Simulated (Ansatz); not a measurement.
# Zone-centre phonons of GaN at 40 GPa: input and output

Method: Ansatz, DFT PBE, scalar-relativistic, plane waves, PAW.

Launched with:
```bash
ansatz run input.yaml --threads 1 --pin off --max-ram 3072MiB --backend cpu --events-out ev --progress --plain --runs-dir out
```

Input (bare energies are in eV):
```yaml
crystal:
  lattice:
    - [0.0, 2.1541441301, 2.1541441301]
    - [2.1541441301, 0.0, 2.1541441301]
    - [2.1541441301, 2.1541441301, 0.0]
  atoms:
    - { symbol: Ga, position: [0.0, 0.0, 0.0] }
    - { symbol: "N", position: [0.75, 0.75, 0.75] }
basis:
  ecutwfc: 420
kpoints:
  mp_grid: { grid: [10, 10, 10] }
hamiltonian:
  xc: pbe
scf:
  occupations: { method: fixed }
output:
  eigenvalues: true
phonons:
  method: dfpt
  dielectric: true
  rigid_motions: translations
  eigenvectors: true
```

The end of the output:
```
--- Phonons (Γ-DFPT): 2 representative perturbations + reference, on 171 of 1000 k-points (Σ response iterations 6) ---
  k mesh reduced under 4 symmetry operations, with k and −k counted as one. Each operation leaves every solved perturbation unchanged. A smaller set is not considered because the run solves the response ...
  ASR residual: 2.523e-4 → 0.000e0 eV/Å²; symmetrization residual: 5.311e-7 eV/Å²
  ASR residual per site (eV/Å²): 3.44e-5 2.52e-4
  Γ frequencies (cm⁻¹): 0.00 0.00 0.00 654.70 654.70 654.70
  ε∞ (high-frequency dielectric tensor):
        5.336308    -0.000000     0.000000
       -0.000000     5.336308     0.000000
        0.000000     0.000000     5.336308
  ε⁰ (static dielectric tensor: ions relaxed, cell fixed):
        8.672070    -0.000000    -0.000000
       -0.000000     8.672070     0.000000
       -0.000000     0.000000     8.672070
  ε⁰ − ε∞ (ionic part):
        3.335762    -0.000000    -0.000000
       -0.000000     3.335762     0.000000
       -0.000000     0.000000     3.335762
  softest optical mode at Γ: 654.70 cm⁻¹; the repairs (sum rule, projections) moved no ω² at Γ by more than (2.23 cm⁻¹)²
  Born effective charges Z* (e; rows j = field, columns β = displacement):
    site 0:
         2.60303   -0.00000   -0.00000
        -0.00000    2.60303    0.00000
         0.00000    0.00000    2.60303
    site 1:
        -2.60303    0.00000    0.00000
         0.00000   -2.60303   -0.00000
        -0.00000   -0.00000   -2.60303
  Z* charge neutrality: 5.255e-4 e pre-enforcement
  solved inside a basis spanned on kpoints, on 10×10×10 k-points, its susceptibility summed on 14×14×14: ε∞ is read to err by 1.4e-2, Z* by 1.4e-2 e (field_mesh: kpoints solves on kpoints); Z* is corrected for ...
  optical modes at Γ without the LO–TO term, one row a degenerate level:
      ω (cm⁻¹) modes IR ((D/Å)²/amu)
        654.70      3            40.2070
  optical modes at Γ + LO–TO along q̂ = [1.0000, 0.0000, 0.0000]:
      ω (cm⁻¹) modes IR ((D/Å)²/amu)
        654.70      2            26.8047
        834.62      1            13.4023
  optical modes at Γ + LO–TO along q̂ = [0.0000, 1.0000, 0.0000]:
      ω (cm⁻¹) modes IR ((D/Å)²/amu)
        654.70      2            26.8047
        834.62      1            13.4023
  optical modes at Γ + LO–TO along q̂ = [0.0000, 0.0000, 1.0000]:
      ω (cm⁻¹) modes IR ((D/Å)²/amu)
        654.70      2            26.8047
        834.62      1            13.4023
```

It took 41 s on 1 thread of Intel(R) Xeon(R) Platinum 8375C CPU @ 2.90GHz (Ice Lake), on a shared host, peak memory 0.58 GiB.

Other phases may be more stable at this pressure.

This zinc-blende form isn't the usual stable structure of the compound at low pressure.